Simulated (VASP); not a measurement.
SiC, 2 atoms in the cell. The structure is cubic, space group Fm-3m (No. 225). The conventional cell has a = 4.239 Å, b = 4.239 Å, c = 4.239 Å, α = 90.00°, β = 90.00°, γ = 90.00°. Si (site symmetry m-3m) is surrounded by 6 C at 2.12 Å. C (site symmetry m-3m) has 6 Si at 2.12 Å as nearest neighbours. The cell was built by a generator and needn't be a form met in nature.

```yaml
Program: VASP 6.6.1
Task: relaxation of cell and atoms
Functional: LDA
Potentials_or_basis: VASP PAW LDA potentials, release 64 (Si, C)
Cutoff: 600 eV
k_mesh: 12 × 12 × 12
Occupations: gaussian, width 0.03 eV
Spin: no spin polarisation
Further_INCAR_settings: ALGO = Normal; EDIFF = 1e-06; IBRION = 2; EDIFFG = -0.01; NSW = 90; ISIF = 3
```

Potentials or basis: VASP PAW LDA potentials, release 64 (Si, C).

Run with:

```bash
$ cat potpaw_LDA.64/Si/POTCAR potpaw_LDA.64/C/POTCAR > POTCAR
$ mpirun -np 1 vasp_std > vasp.out
```

Hardware: 1 thread of Intel(R) Xeon(R) 6975P-C (Granite Rapids), on a shared host.

**Question.** How long does it take, and how much memory?

**Answer.** Run time: 16 s on 1 thread of Intel(R) Xeon(R) 6975P-C (Granite Rapids), on a shared host, peak memory 0.13 GiB. Counts: scf iterations 57, k points 72, ion steps 16.
